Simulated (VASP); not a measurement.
NiO, 2 atoms in the cell. The structure is cubic, space group Fm-3m (No. 225). Conventional cell: a = 4.172 Å, b = 4.172 Å, c = 4.172 Å, α = 90.00°, β = 90.00°, γ = 90.00°. Ni (site symmetry m-3m) has 6 O at 2.09 Å as nearest neighbours. O (site symmetry m-3m) is surrounded by 6 Ni at 2.09 Å. 

| Quantity | Value |
| --- | --- |
| Program | VASP 6.6.1 |
| Task | single point |
| Functional | PBE |
| Potentials or basis | VASP PAW PBE potentials, release 64 (Ni, O) |
| Cutoff | 520 eV |
| k mesh | 11 × 11 × 11 |
| Occupations | gaussian, width 0.028 eV |
| Spin | collinear spin, ferromagnetic start |
| Starting moments | [1.0, 0.0] μB |
| Further INCAR settings | ALGO = Normal; EDIFF = 1e-07; NBANDS = 19 |

Potentials or basis: VASP PAW PBE potentials, release 64 (Ni, O).

Run with:

```bash
$ cat potpaw_PBE.64/Ni/POTCAR potpaw_PBE.64/O/POTCAR > POTCAR
$ mpirun -np 1 vasp_std > vasp.out
```

Hardware: 1 thread of Intel(R) Xeon(R) Platinum 8488C (Sapphire Rapids), with other jobs on the host.

Estimate the wall time of this run.

Run time: 32 s on 1 thread of Intel(R) Xeon(R) Platinum 8488C (Sapphire Rapids), on a shared host, peak memory 0.16 GiB. Counts: scf iterations 18, k points 56.
